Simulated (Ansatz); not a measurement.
# NiO (Fm-3m) in Ansatz: notebook

One crystal, NiO, is run at these levels: PBE; tasks: band structure.

All numbers are computed with Ansatz 0.2.0; they aren't measurements. Logs are shortened: lines on timing, memory, paths and dates and some standing lists are left out, and cuts for length are marked.

## Step 1: The structure

Symmetry: Fm-3m, No. 225, cubic system. Conventional cell: a = 4.172 Å, b = 4.172 Å, c = 4.172 Å, α = 90.00°, β = 90.00°, γ = 90.00°. Ni (site symmetry m-3m) is surrounded by 6 O at 2.09 Å. Around O (site symmetry m-3m) lie 6 Ni at 2.09 Å.

## Step 2: Band structure, PBE, collinear spin, ferromagnetic start

The input, input.yaml:

```yaml
crystal:
  lattice:
    - [0.0, 2.0859016414, 2.0859016414]
    - [2.0859016414, 0.0, 2.0859016414]
    - [2.0859016414, 2.0859016414, 0.0]
  atoms:
    - { symbol: Ni, position: [0.0, 0.0, 0.0], spin: 1.0 }
    - { symbol: O, position: [0.5, 0.5, 0.5] }
hamiltonian:
  xc: pbe
  pseudopotentials: { kind: nc, accuracy: standard }
magnetization:
  spin_polarized: true
kpoints:
  mp_grid: { grid: [11, 11, 11] }
  band_path:
    path:
      - [[0.0, 0.0, 0.0], [0.5, 0.0, 0.5], [0.5, 0.25, 0.75], [0.375, 0.375, 0.75], [0.0, 0.0, 0.0], [0.5, 0.5, 0.5], [0.625, 0.25, 0.625], [0.5, 0.25, 0.75], [0.5, 0.5, 0.5], [0.375, 0.375, 0.75]]
      - [[0.625, 0.25, 0.625], [0.5, 0.0, 0.5]]
    npoints: 14
scf:
  occupations: { method: fermi_dirac, width: 0.05 }
  n_extra_bands: 6
output:
  forces: true
  stress: true
  eigenvalues: true
  fatbands: true
  write_density: true
  write_potential: true
  elf: true
  volumetric_format: npy
```

Potentials or basis: PseudoDojo standard (PBE files).

Command:

```console
> ansatz run input.yaml --threads 2 --pin off --max-ram 5632MiB --backend cpu --events-out ev --progress --plain --runs-dir out
```

Output:

```text
Warning: RAYON_NUM_THREADS=2 ignored (pool sized by the plan → 2); use --threads N
scf.n_extra_bands = 6 over 12 filled bands (N_el = 24.0): the run solves 18 bands
Engine: ansatz 0.2.0, aarch64-unknown-linux-gnu
Pseudopotentials: kind: nc
Pseudopotential: Ni, nc, valence charge 18, recommended cutoff 1333.357926 eV (normal), Ni.nc.azcp (PseudoDojo's, or run here from an input of PseudoDojo's; its table is named by hamiltonian.pseudopotentials.accuracy)
Pseudopotential: O, nc, valence charge 6, recommended cutoff 1142.878222 eV (normal), O.nc.azcp (PseudoDojo's, or run here from an input of PseudoDojo's; its table is named by hamiltonian.pseudopotentials.accuracy)
Functional definition: PBE
  parameter kappa = 0.804
  parameter beta = 0.06672455060314922
  exchange = pbe_x(kappa = kappa, mu = beta*pi^2/3)
  correlation = pbe_c(beta = beta)
Crystal: 2 atoms, lattice volume = 18.151 Å³
Basis set: ecut = 1333.357926 eV, 1989 PW (Γ), exchange–correlation on 72×72×72 points (8 copies of the dense FFT grid, shifted against one another)
Bands: 18, of which v1, the nominal top of the filled ones, is band 12 counted from 1 (11 counted from 0)
Symmetry: 48 space group operations
Space group: Fm-3m (ITA 225), of the structure as read, at distance tolerance 2.6e-5 Å
Magnetic group: BNS 225.116 (UNI 1618), of the structure as read, at distance tolerance 2.6e-5 Å
k-points: 56 of 1331
Non-local potential: Ni, projectors of the file, l = 0: 2, l = 1: 2, l = 2: 2
Non-local potential: O, projectors of the file, l = 0: 2, l = 1: 2, l = 2: 1
Initial density: superposition of atomic densities (chi_scale 0.1, normalization cell, long waves kept (reshape's long-wave potential 0.00 eV rms))
Starting moments: Σ|m| = 1 μB on 1 of 2 sites
Initial wavefunctions: pseudopotential atomic-orbital guess
Functional: x = pbe(κ = 0.804, μ = 0.2195149727645171), c = pbe(β = 0.06672455060314922)
SCF iter   1: F=—  HF=-5018.291971 eV  |F-HF|=—  |Δ(HF+E_count)|=         —  Δρ=2.80e-1 (↑1.48e-1 ↓2.80e-1)  dr2=2.52e1  dr2_m=1.14e0  M=0.174 μB ∫|m|=0.179 μB  β_m=0.30  ethr=3.10e-3  ⟨swp⟩=5.3  Hψ=9788  notcnv=0
preconditioner: auto → none  [metal: Δε(μ)=0.036 eV  Ē_g=17.283 eV  σ=0.050 eV  W_gap=0.17  n_scr=8 (ndim 8)  ℏωp=34.9 eV  f_vac=0.000  D(μ)=1.37/eV (n_scr^D=14)  sad-step TF]
SCF iter   2: F=—  HF=-5014.646308 eV  |F-HF|=—  |Δ(HF+E_count)|=    3.65e0  Δρ=9.95e-2 (↑6.52e-2 ↓9.95e-2)  dr2=5.93e-1  dr2_m=2.68e-1  M=0.473 μB ∫|m|=0.474 μB  β_m=0.30  ethr=3.10e-3  ⟨swp⟩=3.0  Hψ=5284  notcnv=0  defer=112
spin-set hold released at iteration 2 (site moments show no strong build): the magnetisation degrees of freedom join the quasi-Newton model from the next iteration; the mixer history was kept
SCF iter   3: F=—  HF=-5014.562394 eV  |F-HF|=—  |Δ(HF+E_count)|=   8.39e-2  Δρ=6.76e-2 (↑4.57e-2 ↓6.76e-2)  dr2=2.10e-1  dr2_m=1.36e-1  M=0.492 μB ∫|m|=0.492 μB  β_m=0.17  ethr=2.47e-3  ⟨swp⟩=1.0  Hψ=2912  notcnv=0  defer=112
SCF iter   4: F=—  HF=-5014.540317 eV  |F-HF|=—  |Δ(HF+E_count)|=   2.21e-2  Δρ=3.79e-2 (↑2.40e-2 ↓3.79e-2)  dr2=5.14e-2  dr2_m=4.73e-2  M=0.520 μB ∫|m|=0.520 μB  β_m=0.36  ethr=8.74e-4  ⟨swp⟩=2.0  Hψ=2532  notcnv=0  defer=112
SCF iter   5: F=—  HF=-5014.542843 eV  |F-HF|=—  |Δ(HF+E_count)|=   2.53e-3  Δρ=8.35e-3 (↑7.39e-3 ↓8.35e-3)  dr2=8.43e-4  dr2_m=9.73e-3  M=0.592 μB ∫|m|=0.592 μB  β_m=0.68  ethr=2.14e-4  ⟨swp⟩=3.0  Hψ=3966  notcnv=0  defer=112
SCF iter   6: F=—  HF=-5014.546578 eV  |F-HF|=—  |Δ(HF+E_count)|=   3.74e-3  Δρ=1.21e-2 (↑8.84e-3 ↓1.21e-2)  dr2=3.17e-3  dr2_m=1.78e-2  M=0.673 μB ∫|m|=0.673 μB  β_m=0.62  ethr=3.51e-6  ⟨swp⟩=2.0  Hψ=3378  notcnv=0  defer=112
SCF iter   7: F=-5014.586155 eV  HF=-5014.575623 eV  |F-HF|=1.05e-2  |Δ(HF+E_count)|=   2.90e-2  Δρ=2.34e-2 (↑2.03e-2 ↓2.34e-2)  dr2=7.11e-3  dr2_m=7.62e-2  M=1.042 μB ∫|m|=1.042 μB  β_m=0.58  ethr=3.51e-6  ⟨swp⟩=2.6  Hψ=4116  notcnv=0  defer=112
SCF iter   8: F=-5014.619601 eV  HF=-5014.611448 eV  |F-HF|=8.15e-3  |Δ(HF+E_count)|=   3.58e-2  Δρ=2.28e-2 (↑1.97e-2 ↓2.28e-2)  dr2=9.91e-3  dr2_m=6.96e-2  M=1.287 μB ∫|m|=1.287 μB  β_m=0.48  ethr=3.51e-6  ⟨swp⟩=2.2  Hψ=4619  notcnv=0  defer=112
SCF iter   9: F=-5014.658186 eV  HF=-5014.655028 eV  |F-HF|=3.16e-3  |Δ(HF+E_count)|=   4.36e-2  Δρ=1.32e-2 (↑1.25e-2 ↓1.32e-2)  dr2=3.48e-3  dr2_m=2.62e-2  M=1.619 μB ∫|m|=1.623 μB  β_m=0.92  ethr=3.51e-6  ⟨swp⟩=3.5  Hψ=5317  notcnv=0  defer=112
SCF iter  10: F=-5014.655939 eV  HF=-5014.650717 eV  |F-HF|=5.22e-3  |Δ(HF+E_count)|=   4.31e-3  Δρ=2.09e-2 (↑2.09e-2 ↓1.54e-2)  dr2=6.25e-3  dr2_m=5.43e-2  M=1.956 μB ∫|m|=1.972 μB  β_m=0.96  ethr=3.51e-6  ⟨swp⟩=3.0  Hψ=5838  notcnv=0  defer=112
SCF iter  11: F=-5014.632626 eV  HF=-5014.650953 eV  |F-HF|=1.83e-2  |Δ(HF+E_count)|=   2.35e-4  Δρ=1.35e-2 (↑1.35e-2 ↓8.94e-3)  dr2=2.34e-2  dr2_m=1.53e-2  M=1.506 μB ∫|m|=1.510 μB  β_m=0.96  ethr=3.51e-6  ⟨swp⟩=3.0  Hψ=5740  notcnv=0  defer=115  recentre
SCF iter  12: F=-5014.667867 eV  HF=-5014.666956 eV  |F-HF|=9.11e-4  |Δ(HF+E_count)|=   1.60e-2  Δρ=7.89e-3 (↑7.10e-3 ↓7.89e-3)  dr2=1.19e-3  dr2_m=9.06e-3  M=1.750 μB ∫|m|=1.758 μB  β_m=0.93  ethr=3.51e-6  ⟨swp⟩=2.1  Hψ=4224  notcnv=0  defer=115
SCF iter  13: F=-5014.670608 eV  HF=-5014.670636 eV  |F-HF|=2.75e-5  |Δ(HF+E_count)|=   3.68e-3  Δρ=6.76e-4 (↑6.76e-4 ↓3.51e-4)  dr2=4.15e-5  dr2_m=2.52e-5  M=1.828 μB ∫|m|=1.839 μB  β_m=0.95  ethr=3.51e-6  ⟨swp⟩=2.0  Hψ=3615  notcnv=0  defer=115
SCF iter  14: F=-5014.670570 eV  HF=-5014.670549 eV  |F-HF|=2.10e-5  |Δ(HF+E_count)|=   8.66e-5  Δρ=1.42e-3 (↑1.42e-3 ↓1.08e-3)  dr2=3.70e-5  dr2_m=2.48e-4  M=1.841 μB ∫|m|=1.853 μB  β_m=0.95  ethr=1.73e-7  ⟨swp⟩=2.1  Hψ=3451  notcnv=0  defer=115
SCF iter  15: F=-5014.670630 eV  HF=-5014.670629 eV  |F-HF|=1.47e-6  |Δ(HF+E_count)|=   7.98e-5  Δρ=3.26e-4 (↑3.17e-4 ↓3.26e-4)  dr2=2.53e-6  dr2_m=1.64e-5  M=1.833 μB ∫|m|=1.845 μB  β_m=0.94  ethr=1.54e-7  ⟨swp⟩=2.0  Hψ=3251  notcnv=0  defer=115
SCF iter  16: F=-5014.670634 eV  HF=-5014.670634 eV  |F-HF|=1.02e-8  |Δ(HF+E_count)|=   5.26e-6  Δρ=2.22e-5 (↑1.99e-5 ↓2.22e-5)  dr2=3.02e-8  dr2_m=6.54e-8  M=1.831 μB ∫|m|=1.842 μB  β_m=0.97  ethr=4.17e-10  ⟨swp⟩=12.9  Hψ=15135  notcnv=0
SCF iter  17: F=-5014.670634 eV  HF=-5014.670634 eV  |F-HF|=1.80e-10  |Δ(HF+E_count)|=   1.42e-8  Δρ=2.66e-6 (↑2.24e-6 ↓2.66e-6)  dr2=5.39e-11  dr2_m=9.88e-10  M=1.831 μB ∫|m|=1.842 μB  ethr=1.26e-10  ⟨swp⟩=7.1  Hψ=9988  notcnv=0
at 3 of the mixer's solves, the last at iteration 9, it left a direction of its history that read negative out of its fit and stepped the other way along it
SCF 1 converged in 17 iterations: F = -5014.670634 eV  dr2 = 5.39e-11
NSCF: frozen V_eff on 142 k-points
SCF converged after 17 iterations
Magnetization: 1.8305 μB (12.9153 up, 11.0847 down)
Absolute magnetization: 1.8420 μB (∫|ρ↑−ρ↓|)
Spin contamination: 0.0061 ħ² per cell (⟨S²⟩ above its minimum at these occupations)
Per-site moments (μB) at R_I (Å): [(1.4721919704665698, 0.8604344270775), (0.3092449503907388, 0.8604344270775)]
Free energy (F): -5014.670634 eV
Harris-Foulkes:  -5014.670634 eV  (|F-HF|=1.80e-10)
Internal energy: -5014.663052 eV  (E = F + TS)
E sigma→0 (E₀):  -5014.666843 eV
Entropy (-TS):   -0.007582 eV (-3.791 meV/atom)
Fermi energy:    14.681697 eV
--- Per-component energies (eV) ---
  E_band       = -320.540863
  E_kinetic    = 2462.065004
  E_local      = -4200.406340  (includes V_loc(G=0)·N_el)
  E_nonlocal   = -797.717556
  E_hartree    = 1473.837344
  E_xc         = -697.642594
  E_vxc        = -732.157048  (∫ρ·V_xc dr)
  E_ewald      = -3254.798910
  E_smearing   = -0.007582  (= −TS)
  E_closure    = -0.000000  (closes the sum)
  Σ components = -5014.670634   (vs F -5014.670634, Δ=0.00e0)
--- Forces (eV/Å), atoms counted from 1 ---
  atom   1  Ni    -0.00000000     0.00000000    -0.00000000
  atom   2  O      0.00000000     0.00000000     0.00000000
  max |Σ_I F_I| component: 8.30e-29 eV/Å
--- Stress (GPa, compression-positive) ---
        6.083224       0.000000       0.000000
       -0.000000       6.083224      -0.000000
       -0.000000       0.000000       6.083224
  P = ⅓ Tr σ = 6.0832 GPa (60.832 kbar)
--- Band table (eV; the first three rows and the last of 112) ---
  k-point 0 ↑: bands = ["-89.6514", "-50.0907", "-50.0907", "-50.0907", "-5.6328", "11.3721", "11.3721", "11.6979", "11.6979", "11.6979", "12.0152", "12.0152", "12.0152", "16.2975", "32.5850", "33.6010", "33.6010", "33.6010"]
  k-point 1 ↑: bands = ["-89.6512", "-50.0931", "-50.0910", "-50.0910", "-5.5383", "10.7035", "10.7035", "10.8645", "11.9767", "11.9767", "12.3104", "12.4918", "12.4918", "16.8733", "30.7091", "33.3024", "33.3024", "34.5533"]
  k-point 2 ↑: bands = ["-89.6506", "-50.0997", "-50.0919", "-50.0919", "-5.2738", "9.5360", "9.9672", "9.9672", "12.1432", "12.1432", "12.5373", "13.3002", "13.3002", "18.0794", "28.4056", "32.1543", "32.1543", "34.9460"]
  k-point 55 ↓: bands = ["-88.0034", "-48.3345", "-48.3329", "-48.3239", "-3.5202", "8.8496", "8.9007", "9.7618", "13.5767", "13.7678", "14.0480", "15.0948", "15.8269", "23.7364", "25.4968", "25.6722", "28.8882", "36.2831"]
```

Run time: 14 s. Hardware: 2 threads of Arm Neoverse V2, shared host; peak memory 0.51 GiB.

Results:

| Item | Value |
| --- | --- |
| Free energy | -5014.6706 eV |
| Pressure | 6.1 GPa |
| Band gap on the k mesh | none (metal or under the smearing width) |
| Net moment | 1.83 μB per cell |
| Absolute moment | 1.84 μB per cell |
| Site moments | Ni +1.47; O +0.31 μB |

Levels at the corners of the path, in eV from the Fermi level:
Spin up:
| point | band 10 | band 11 | band 12 | band 13 | band 14 | band 15 | band 16 | band 17 |
| --- | --- | --- | --- | --- | --- | --- | --- | --- |
| Γ | -2.98 | -2.67 | -2.67 | -2.67 | 1.62 | 17.90 | 18.92 | 18.92 |
| X | -2.98 | -2.41 | -1.66 | -1.66 | 6.21 | 10.61 | 12.25 | 16.66 |
| W | -1.91 | -1.91 | -1.66 | -1.36 | 8.54 | 10.71 | 10.71 | 13.50 |
| K | -1.95 | -1.78 | -1.55 | -1.28 | 7.86 | 10.35 | 10.55 | 15.88 |
| Γ | -2.98 | -2.67 | -2.67 | -2.67 | 1.62 | 17.90 | 18.92 | 18.92 |
| L | -1.99 | -1.43 | 0.21 | 0.21 | 5.66 | 10.02 | 14.08 | 14.08 |
| U | -1.95 | -1.78 | -1.55 | -1.28 | 7.86 | 10.35 | 10.55 | 15.88 |
| W | -1.91 | -1.91 | -1.66 | -1.36 | 8.54 | 10.71 | 10.71 | 13.50 |
| L | -1.99 | -1.43 | 0.21 | 0.21 | 5.66 | 10.02 | 14.08 | 14.08 |
| K | -1.95 | -1.78 | -1.55 | -1.28 | 7.86 | 10.35 | 10.55 | 15.88 |
| U | -1.95 | -1.78 | -1.55 | -1.28 | 7.86 | 10.35 | 10.55 | 15.88 |
| X | -2.98 | -2.41 | -1.66 | -1.66 | 6.21 | 10.61 | 12.25 | 16.66 |
Spin down:
| point | band 9 | band 10 | band 11 | band 12 | band 13 | band 14 |
| --- | --- | --- | --- | --- | --- | --- |
| Γ | -1.76 | -1.76 | -1.76 | -0.49 | -0.49 | 1.96 |
| X | -2.75 | -0.66 | -0.66 | -0.06 | 0.49 | 6.61 |
| W | -0.99 | -0.99 | -0.65 | 0.35 | 1.09 | 9.06 |
| K | -1.56 | -0.79 | -0.57 | 0.61 | 1.12 | 8.27 |
| Γ | -1.76 | -1.76 | -1.76 | -0.49 | -0.49 | 1.96 |
| L | -0.85 | -0.85 | -0.48 | 2.34 | 2.34 | 5.81 |
| U | -1.56 | -0.79 | -0.57 | 0.61 | 1.12 | 8.27 |
| W | -0.99 | -0.99 | -0.65 | 0.35 | 1.09 | 9.06 |
| L | -0.85 | -0.85 | -0.48 | 2.34 | 2.34 | 5.81 |
| K | -1.56 | -0.79 | -0.57 | 0.61 | 1.12 | 8.27 |
| U | -1.56 | -0.79 | -0.57 | 0.61 | 1.12 | 8.27 |
| X | -2.75 | -0.66 | -0.66 | -0.06 | 0.49 | 6.61 |

Caveat: a cell with one magnetic atom can't hold antiferromagnetic order, which such compounds often take; semilocal functionals often make such compounds metallic where correlation or magnetic order opens a gap, which also shifts bond lengths.

[end of part 1 of 2]
